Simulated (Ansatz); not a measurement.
Ansatz input file:

```yaml
crystal:
  lattice:
    - [2.5531452424, 0.0, 0.0]
    - [-1.2765726212, 2.2110886394, 0.0]
    - [0.0, 0.0, 6.6043011]
  atoms:
    - { symbol: B, position: [0.0, 0.0, 0.5] }
    - { symbol: B, position: [0.3333333333, 0.6666666667, 0.0] }
    - { symbol: "N", position: [0.0, 0.0, 0.0] }
    - { symbol: "N", position: [0.6666666667, 0.3333333333, 0.5] }
basis:
  ecutwfc: 420
kpoints:
  mp_grid: { grid: [12, 12, 4] }
hamiltonian:
  xc: pbesol
scf:
  occupations: { method: gaussian, width: 0.02 }
output:
  forces: true
  stress: true
  eigenvalues: true
  populations: true
```

Command:
```bash
ansatz run input.yaml --threads 1 --pin off --max-ram 1331MiB --backend cpu --events-out ev --progress --plain --runs-dir out
```

Method: Ansatz 0.2.0, DFT PBEsol, scalar-relativistic, plane waves, PAW.

Abridged output:

```
Pseudopotentials: kind: paw
Pseudopotential: B, paw, valence charge 3, recommended cutoff 420 eV (normal)
Pseudopotential: N, paw, valence charge 5, recommended cutoff 420 eV (normal)
Functional definition: PBEsol
Crystal: 4 atoms, lattice volume = 37.283 Å³
Basis set: ecut = 420 eV, 737 PW (Γ), exchange–correlation on 36×36×90 points (8 copies of the dense FFT grid, shifted against one another)
Bands: 12, of which v1, the nominal top of the filled ones, is band 8 counted from 1 (7 counted from 0)
Symmetry: 12 space group operations
Space group: P-6m2 (ITA 187), of the structure as read, at distance tolerance 3.3e-5 Å
k-points: 57 of 576 (time reversal used)
Initial density: superposition of atomic densities (neutral atoms: chi_scale 0, normalization atom), corrected by the library's trained network
Initial wavefunctions: pseudopotential atomic-orbital guess
Functional: x = pbesol(κ = 0.804, μ = 0.12345679), c = pbesol(β = 0.046)
SCF iter   1: F=—  HF=-1067.473019 eV  |F-HF|=—  |Δ(HF+E_count)|=         —  Δρ=9.46e-3  dr2=2.94e-2  ethr=1.77e-3  ⟨swp⟩=6.1  Hψ=4160  notcnv=0
SCF iter   2: F=—  HF=-1067.465719 eV  |F-HF|=—  |Δ(HF+E_count)|=   7.30e-3  Δρ=1.81e-3  dr2=1.10e-3  ethr=1.83e-4  ⟨swp⟩=3.0  Hψ=1718  notcnv=0
SCF iter   3: F=—  HF=-1067.465780 eV  |F-HF|=—  |Δ(HF+E_count)|=   6.15e-5  Δρ=5.40e-4  dr2=7.84e-5  ethr=6.84e-6  ⟨swp⟩=2.8  Hψ=1248  notcnv=0
SCF iter   4: F=—  HF=-1067.465825 eV  |F-HF|=—  |Δ(HF+E_count)|=   4.48e-5  Δρ=4.89e-5  dr2=6.04e-7  ethr=4.90e-7  ⟨swp⟩=2.8  Hψ=1125  notcnv=0
SCF iter   5: F=-1067.465826 eV  HF=-1067.465826 eV  |F-HF|=4.46e-9  |Δ(HF+E_count)|=   8.99e-7  Δρ=8.48e-6  dr2=1.43e-8  ethr=3.78e-9  ⟨swp⟩=2.4  Hψ=1072  notcnv=0
SCF iter   6: F=-1067.465826 eV  HF=-1067.465826 eV  |F-HF|=6.79e-10  |Δ(HF+E_count)|=   8.69e-9  Δρ=2.08e-6  dr2=1.17e-9  ethr=8.92e-11  ⟨swp⟩=2.2  Hψ=2602  notcnv=0
SCF 1 converged in 6 iterations: F = -1067.465826 eV  dr2 = 1.17e-9
SCF converged after 6 iterations
Free energy (F): -1067.465826 eV
Harris-Foulkes:  -1067.465826 eV  (|F-HF|=6.79e-10)
Internal energy: -1067.465826 eV  (E = F + TS)
E sigma→0 (E₀):  -1067.465826 eV
Fermi energy:    6.518429 eV
--- Per-component energies (eV) ---
  E_band       = -41.540194
  E_kinetic    = 359.739855
  E_local      = -673.525271  (includes V_loc(G=0)·N_el)
  E_nonlocal   = 114.758211
  E_hartree    = 214.075481
  E_xc         = -180.999534
  E_vxc        = -225.497552  (∫ρ·V_xc dr)
  E_paw        = -397.159126  (= ΣΔE_a)
  E_vpaw       = -45.166478  (= ΣTr[D̂ρ^β])
  E_aug_tail   = 0.000195  (compensation charges beyond the density's cutoff)
  E_ewald      = -504.441257
  E_core_change = 0.085620  (= ΣΔE_core)
  E_smearing   =  0.000000  (= −TS)
--- Forces (eV/Å), atoms counted from 1 ---
  atom   1  B      0.00000000     0.00000000     0.00000000
  atom   2  B      0.00000000     0.00000000     0.00000000
  atom   3  N      0.00000000     0.00000000     0.00000000
  atom   4  N      0.00000000     0.00000000     0.00000000
--- Stress (GPa, compression-positive) ---
      -19.348679       0.000000       0.000000
        0.000000     -19.348679       0.000000
        0.000000       0.000000       0.838239
  P = ⅓ Tr σ = -12.6197 GPa (-126.197 kbar)
--- Band table (eV; the first three rows and the last of 57) ---
  k-point 0: bands = ["-13.0640", "-12.7235", "-1.6556", "0.6033", "2.9562", "2.9562", "3.0823", "3.0823", "9.4272", "14.3279", "15.4114", "15.4114"]
  k-point 1: bands = ["-13.0238", "-12.7694", "-1.3839", "0.1896", "2.9568", "2.9568", "3.0817", "3.0817", "10.1314", "13.4691", "15.4187", "15.4187"]
  k-point 2: bands = ["-12.9578", "-12.8408", "-0.7152", "-0.6117", "2.9576", "2.9576", "3.0812", "3.0812", "11.7450", "11.7859", "15.4271", "15.4271"]
  k-point 56: bands = ["-9.4696", "-9.3446", "-3.3021", "-3.1903", "-2.7397", "-2.6286", "4.3090", "4.4371", "8.7700", "8.8549", "15.3819", "16.0795"]
--- Löwdin populations: 4 sites ---
  site symbol q [e]
     0      B      2.6250
     1      B      2.6179
     2      N      5.3214
     3      N      5.3286
  spilling = 0.006694 (of n_electrons = 16.000000)
```

The run converged.

The cell holds layers, and where no dispersion correction was added their binding is poorly described.